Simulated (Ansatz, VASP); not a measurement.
## One calculation of ZnCu, two programs

File INCAR:

```
PREC = Accurate
ENCUT = 520
EDIFF = 1E-7
ISMEAR = -1
SIGMA = 0.05
LREAL = F
LASPH = T
NELM = 100
ALGO = Normal
ISIF = 2
LWAVE = F
LCHARG = F
GGA = PE
NBANDS = 18
```

The input KPOINTS:

```
regular mesh
0
Gamma
  8 8 8
```

File POSCAR:

```
ZnCu
1.0
    2.8861000000      0.0000000000      0.0000000000
    0.0000000000      2.8861000000      0.0000000000
    0.0000000000      0.0000000000      2.9450000000
Zn Cu
1 1
Direct
    0.5000000000      0.5000000000      0.5000000000
    0.0000000000      0.0000000000      0.0000000000
```

input.yaml

```yaml
crystal:
  lattice:
    - [2.8861, 0.0, 0.0]
    - [0.0, 2.8861, 0.0]
    - [0.0, 0.0, 2.945]
  atoms:
    - { symbol: Zn, position: [0.5, 0.5, 0.5] }
    - { symbol: Cu, position: [0.0, 0.0, 0.0] }
hamiltonian:
  xc: pbe
  pseudopotentials: { kind: paw }
kpoints:
  mp_grid: { grid: [8, 8, 8] }
scf:
  occupations: { method: fermi_dirac, width: 0.05 }
output:
  forces: true
  stress: true
  eigenvalues: true
  write_density: true
  write_potential: true
  elf: true
  volumetric_format: npy
```

Alike in both runs: task single point; functional PBE; k mesh 8 × 8 × 8; occupations fermi-dirac, width 0.05 eV; no spin polarisation.

|  | VASP | Ansatz |
| --- | --- | --- |
| version | VASP 6.6.1 | Ansatz 0.2.0 |
| potentials or method | VASP PAW PBE potentials, release 64 (Zn, Cu) | Ansatz PAW |
| plane-wave cutoff (eV) | 520 | 420 |
| valence electrons in the cell | 23 | 31 |

Ansatz gave:

| Quantity | Value |
| --- | --- |
| gap on the k mesh at the Fermi level (eV) | none |
| pressure (GPa) | 8.2 |
| largest component of the traceless stress (GPa) | 0.38 |

Estimate VASP's values.

gap on the k mesh at the Fermi level (eV): none; pressure (GPa): 8.8; largest component of the traceless stress (GPa): 0.44.

A gap of «none» marks a metal or a gap that the smearing closes. The functional is the same, so the differences come from potentials, cutoffs and numerics. The two sets of potentials don't hold the same shells in valence.
